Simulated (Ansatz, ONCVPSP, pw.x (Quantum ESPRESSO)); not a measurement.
**pw.x on bcc Zr: one setting changed**

Potential: optimised norm-conserving Vanderbilt (ONCV), ONCVPSP 4.0.1.1 (patched build), PBE; core [Ar] 3d10, reference 4s2 4p6 4d3 5s1; waves: 4s+5s: rc 1.80 bohr, ncon 4, nbas 7, qcut 5.5 1/bohr, 2 projectors; 4p: rc 2.15 bohr, ncon 3, nbas 7, qcut 6.3 1/bohr, 2 projectors, debl 1.7 Ha; 4d: rc 1.80 bohr, ncon 3, nbas 8, qcut 7.1 1/bohr, local; local part: the d channel; core correction: Teter function, fcfact 4.5, rcfact 1.7.

The reference run (k-mesh 13³, cutoffs 55/220 Ry, Fermi–Dirac 0.01 Ry, mixing_beta 0.4, conv_thr 1e-9, no spin) gives -0.24 GPa at 23.074 Å³/atom, where all-electron LAPW gives -0.34 GPa. This run, with its own iteration cap, changes k-mesh points per axis to 8.

```
&control
  calculation='scf', prefix='x', pseudo_dir='./', outdir='./tmp', tstress=.true., disk_io='none'
/
&system
  ibrav=0, nat=1, ntyp=1, ecutwfc=55, ecutrho=220, nbnd=14,
  occupations='smearing', smearing='fd', degauss=0.01
/
&electrons
  conv_thr=1e-09, mixing_beta=0.4, electron_maxstep=50
/
ATOMIC_SPECIES
Zr 1.0 Zr.UPF
CELL_PARAMETERS angstrom
  -1.79344322 1.79344322 1.79344322
  1.79344322 -1.79344322 1.79344322
  1.79344322 1.79344322 -1.79344322
ATOMIC_POSITIONS crystal
Zr 0.0000 0.0000 0.0000
K_POINTS automatic
8 8 8 0 0 0
```

```bash
pw.x < Zr.scf.in > Zr.scf.out
```

Task: How does the run end?

Result: It converges in 8 iterations; the free energy moves by +0.2 meV/atom and the pressure by +0.32 GPa.

```
Message from routine setup:
     using ibrav=0 with symmetry is DISCOURAGED, use correct ibrav instead
     lattice parameter (alat)  =       5.8701  a.u.
     unit-cell volume          =     155.7111 (a.u.)^3
     number of electrons       =        12.00
     number of Kohn-Sham states=           14
     kinetic-energy cutoff     =      55.0000  Ry
     charge density cutoff     =     220.0000  Ry
     scf convergence threshold =      1.0E-09
     Exchange-correlation= PBE
     number of k points=    29  Fermi-Dirac smearing, width (Ry)=  0.0100
     iteration #  1     ecut=    55.00 Ry     beta= 0.40
     total energy              =    -106.96819575 Ry
     estimated scf accuracy    <       0.06714968 Ry
     iteration #  2     ecut=    55.00 Ry     beta= 0.40
     total energy              =    -106.96910204 Ry
     estimated scf accuracy    <       0.00961264 Ry
     iteration #  3     ecut=    55.00 Ry     beta= 0.40
     total energy              =    -106.97022340 Ry
     estimated scf accuracy    <       0.00053106 Ry
     [... 2 iterations left out ...]
     iteration #  6     ecut=    55.00 Ry     beta= 0.40
     total energy              =    -106.97026525 Ry
     estimated scf accuracy    <       0.00000004 Ry
     iteration #  7     ecut=    55.00 Ry     beta= 0.40
     total energy              =    -106.97026526 Ry
     estimated scf accuracy    <       0.00000001 Ry
     iteration #  8     ecut=    55.00 Ry     beta= 0.40
     the Fermi energy is    13.8395 ev
!    total energy              =    -106.97026526 Ry
     estimated scf accuracy    <          4.8E-10 Ry
     smearing contrib. (-TS)   =      -0.00871756 Ry
     The total energy is F=E-TS. E is the sum of the following terms:
     one-electron contribution =     -17.43031928 Ry
     hartree contribution      =      14.18885839 Ry
     xc contribution           =     -26.40648362 Ry
     ewald contribution        =     -77.31360319 Ry
     convergence has been achieved in   8 iterations
          total   stress  (Ry/bohr**3)                   (kbar)     P=        0.74
     Message from routine punch:
     Nothing written, as per user request (disk_io='none')
```

The run took about 6.6 s on one core of a shared host (AMD EPYC 7R43 64-Core Processor, 256 threads, 1004 GiB, load 102).
